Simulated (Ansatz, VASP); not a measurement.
**Two plane-wave programs on Cu**

Contents of INCAR:

```
ALGO = Normal ; EDIFF = 1E-7
ENCUT = 520 ; ISIF = 2
ISMEAR = -1 ; LASPH = True
LCHARG = False ; LMIXTAU = True
LREAL = False ; LWAVE = False
METAGGA = R2SCAN ; NELM = 60
PREC = Accurate ; SIGMA = 0.05
```

The input KPOINTS:

```
k-points
0
Gamma
  13 13 13
```

The input POSCAR:

```
Cu
1.0
    0.0000000000      1.8075000000      1.8075000000
    1.8075000000      0.0000000000      1.8075000000
    1.8075000000      1.8075000000      0.0000000000
Cu
1
Direct
    0.0000000000      0.0000000000      0.0000000000
```

File input.yaml:

```yaml
crystal:
  lattice:
    - [0.0, 1.8075, 1.8075]
    - [1.8075, 0.0, 1.8075]
    - [1.8075, 1.8075, 0.0]
  atoms:
    - { symbol: Cu, position: [0.0, 0.0, 0.0] }
hamiltonian:
  xc: r2scan
  pseudopotentials: { kind: paw }
kpoints:
  mp_grid: { grid: [13, 13, 13] }
scf:
  occupations: { method: fermi_dirac, width: 0.05 }
output:
  forces: true
  stress: true
  eigenvalues: true
  write_density: true
  write_potential: true
  elf: true
  volumetric_format: npy
```

Alike in both runs: task single point; functional r2SCAN; k mesh 13 × 13 × 13; occupations fermi-dirac, width 0.05 eV; no spin polarisation.

|  | VASP | Ansatz |
| --- | --- | --- |
| version | VASP 6.6.1 | Ansatz 0.2.0 |
| potentials or method | VASP PAW PBE potentials, release 64 (Cu) | Ansatz PAW |
| plane-wave cutoff (eV) | 520 | 500 |
| valence electrons in the cell | 11 | 19 |

Ansatz gave:

- gap on the k mesh at the Fermi level (eV): none
- pressure (GPa): -4.9

Task: Estimate VASP's values.

Result: gap on the k mesh at the Fermi level (eV): none; pressure (GPa): -4.3.

A gap of «none» marks a metal or a gap that the smearing closes. The functional is the same, so the differences come from potentials, cutoffs and numerics. The two sets of potentials don't hold the same shells in valence.

Caveats: the PAW data sets were made with another functional, which shifts forces and pressure a little (VASP); the PAW data sets come from PBE, with cores solved anew for the run's functional, which leaves a small shift of forces and pressure (Ansatz).
